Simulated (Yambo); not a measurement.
A run of Yambo 5.3.0:

The input optics2.in:

```
optics
chi
tddft
Chimod= "ALDA"
% BndsRnXd
 1 | 35 |
%
NGsBlkXd= 3 Ry
% LongDrXd
 1 | 0 | 0 |
%
% QpntsRXd
 1 | 1 |
%
% EnRngeXd
 0 | 20 | eV
%
% DmRngeXd
 0.1 | 0.1 | eV
%
ETStpsXd= 200
FxcGRLc= 3 Ry
VXCRLvcs= 3 Ry
```

The input scf.in:

```
&CONTROL
  calculation = 'scf'
  prefix = 'pwscf'
  outdir = './tmp'
  pseudo_dir = './pseudo'
/
&SYSTEM
  ibrav = 0
  nat = 2
  ntyp = 2
  ecutwfc = 56
  nbnd = 16
  occupations = 'smearing'
  smearing = 'fd'
  degauss = 0.00367493
  force_symmorphic = .true.
/
&ELECTRONS
  conv_thr = 4d-10
  electron_maxstep = 120
  mixing_beta = 0.5
/
ATOMIC_SPECIES
Pb   207.2000 Pb.upf
S     32.0600 S.upf
CELL_PARAMETERS angstrom
   0.0000000000    2.9657500000    2.9657500000
   2.9657500000    0.0000000000    2.9657500000
   2.9657500000    2.9657500000    0.0000000000
ATOMIC_POSITIONS crystal
Pb     0.0000000000    0.0000000000    0.0000000000
S      0.5000000000    0.5000000000    0.5000000000
K_POINTS automatic
12 12 12 0 0 0
```

The input nscf.in:

```
&CONTROL
  calculation = 'nscf'
  prefix = 'pwscf'
  outdir = './tmp'
  pseudo_dir = './pseudo'
/
&SYSTEM
  ibrav = 0
  nat = 2
  ntyp = 2
  ecutwfc = 56
  nbnd = 40
  occupations = 'fixed'
  force_symmorphic = .true.
/
&ELECTRONS
  conv_thr = 1d-08
  diago_full_acc = .true.
  diago_thr_init = 1d-06
/
ATOMIC_SPECIES
Pb   207.2000 Pb.upf
S     32.0600 S.upf
CELL_PARAMETERS angstrom
   0.0000000000    2.9657500000    2.9657500000
   2.9657500000    0.0000000000    2.9657500000
   2.9657500000    2.9657500000    0.0000000000
ATOMIC_POSITIONS crystal
Pb     0.0000000000    0.0000000000    0.0000000000
S      0.5000000000    0.5000000000    0.5000000000
K_POINTS automatic
12 12 12 0 0 0
```

Potentials or basis: PseudoDojo 0.4.1 SR PBE standard.

Command:

```console
$ OMP_NUM_THREADS=1 pw.x -in scf.in > scf.out
$ OMP_NUM_THREADS=1 pw.x -in nscf.in > nscf.out
$ cd tmp/pwscf.save; p2y; mv SAVE ../..; cd ../..
$ OMP_NUM_THREADS=1 yambo
$ OMP_NUM_THREADS=1 yambo -F optics2.in -J optics2 -C optics2_out
```

Hardware: 1 thread of Arm Neoverse V2, with other jobs on the host.

Q: Estimate the wall time of this run.

A: It took 100 s on 1 thread of Arm Neoverse V2, with other jobs on the host.
